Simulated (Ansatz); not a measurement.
**Stability checks on a candidate for NaCl**

The structure comes from a generated guess, relaxed at this level; another structure or a mixture of phases may lie lower.

Method: DFT PBE, scalar-relativistic, plane waves, PAW in Ansatz 0.2.0. Cutoff 420 eV, Γ-centred 8×8×4 mesh (4-atom cell), Gaussian smearing of 0.02 eV, no spin polarisation.

```xyz
4
Lattice="3.9549 0.0000 0.0000 -1.9774 3.4250 0.0000 0.0000 0.0000 6.8432" Properties=species:S:1:pos:R:3 pbc="T T T"
Na    0.0000    0.0000    0.0000
Na    0.0000    0.0000    3.4216
Cl    1.9774    1.1417    5.1324
Cl    0.0000    2.2834    1.7108
```

Formation energies are uncorrected and refer to the elements' standard structures at the same level (Cl₂ as a molecule).

Question: These tests were run: energy against the elements; phonons on a 2×2×1 q mesh; elastic tensor. What do they show?

Answer:

| test | result |
| --- | --- |
| energy against the elements | −1.822 eV/atom |
| phonons on a 2×2×1 q mesh | no imaginary mode on the mesh |
| elastic tensor | least eigenvalue 12 GPa |

It fails none of these tests. Whether a mixture of other phases lies lower isn't tested here.

The run for the phonons used an 8×8×4 k mesh. The run for the elastic tensor used an 8×8×4 k mesh.
